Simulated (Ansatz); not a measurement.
A vibration from a frozen displacement in ScAl

Level of theory: DFT PBEsol, scalar-relativistic, plane waves, PAW in Ansatz. The runs took a 420 eV cutoff, a Γ-centred 14×14×14 mesh and Gaussian smearing (0.15 eV). No spin polarisation. Energies are free energies at this smearing, counted from the undisturbed cell; pressure is positive in compression.

The starting cell (as given, not relaxed at this level; it stands at -1.8 GPa, and it needn't be the usual structure):

```
Sc Al
1.0
     3.37035    0.00000    0.00000
     0.00000    3.37035    0.00000
     0.00000    0.00000    3.37035
Sc Al
1 1
Direct
  0.50000 0.50000 0.50000
  0.00000 0.00000 0.00000
```

Every Al atom is moved by x along the Cartesian unit vector (1.000, 0.000, 0.000); the cell and all other atoms stay fixed. The cell's volume is 38.28 Å³; the moved atoms weigh 26.982 u together and the others 44.956 u. Some rows repeat others by symmetry and weren't run.

```csv
x (Å),ΔE (meV/cell),total force on the moved atoms along the move (eV/Å),pressure (GPa)
-0.3000,217.53,1.4439,0.5685
-0.2625,166.70,1.2663,0.0302
-0.2250,122.56,1.0873,-0.4414
-0.1875,85.16,0.9072,-0.8444
-0.1500,54.52,0.7264,-1.1767
-0.1125,30.68,0.5452,-1.4369
-0.0750,13.64,0.3636,-1.6236
-0.0375,3.41,0.1819,-1.7360
0.0000,0.00,0.0000,-1.7732
0.0375,3.41,-0.1819,-1.7360
0.0750,13.64,-0.3636,-1.6236
0.1125,30.68,-0.5452,-1.4369
0.1500,54.52,-0.7264,-1.1767
0.1875,85.16,-0.9072,-0.8444
0.2250,122.56,-1.0873,-0.4414
0.2625,166.70,-1.2663,0.0302
0.3000,217.53,-1.4439,0.5685
```

Q: What frequency belongs to this motion?

A: The force constant is k = −dF/dx = 4.851 eV/Å², from the parabola through x = -0.0375, 0 and 0.0375. In every cell the moved atoms swing against the rest, so the mass is μ = m₁m₂/(m₁ + m₂) = 16.862 u, and ν̃ = 521.5 cm⁻¹ × √(|k|/μ) = 280 cm⁻¹, at this cell's pressure of -1.8 GPa. To first order in x, and within 1 %, the force on every atom lies along the move and, within each of the two groups, in proportion to the atom's mass, so this is itself a mode at the zone centre of this cell.

Q: How far does the harmonic law reach?

A: At x = -0.300 Å, kx²/2 = 218.28 meV against the computed 217.53 meV (-0.3 %): the well is still close to harmonic there.

Q: The pressure changes with x². What does that say about the frequency under compression?

A: With E = k(V)x²/2, k ∝ V^(−2γ) and x scaling with the cell as V^(1/3), P − P0 = −∂E/∂V = (2γ − 2/3) ΔE/V. At x = 0.0750 Å, V(P − P0) = 38.28 × 0.14964 / 160.2 eV = 35.76 meV and ΔE = 13.64 meV, so γ = 1/3 + V(P − P0)/(2ΔE) = 1.64. This is the Grüneisen parameter of the motion under uniform scaling of the cell: shrinking the cell evenly by 1 % in volume raises the frequency by about 1.64 %.

In a metal these slopes depend on the k mesh and the smearing.

The rising energy and restoring force show that this CsCl-type cell is stable against the rigid sliding of its Al sublattice past the Sc one. Al-Al and Sc-Sc distances don't change in this motion, so the stiffness comes from the Sc-Al contacts, probably through short-range repulsion and Sc d-Al p hybridisation, with the conduction electrons screening the longer-ranged forces. Cubic site symmetry makes the harmonic response the same in every direction, so the mode is threefold degenerate, and metallic screening removes the longitudinal-transverse splitting that an ionic insulator of this structure would show.

Inversion symmetry cancels the odd terms in the energy, and the computed energies show that the even terms beyond the quadratic one add up to little over this range, so the well looks close to harmonic. The bonds themselves needn't be: contacts that shorten push back harder than stretched ones pull, and this asymmetry probably accounts for the pressure rising with displacement in either direction and for the mode stiffening under compression. Dynamical stability of the whole crystal doesn't follow, since acoustic and zone-boundary modes could still be soft.
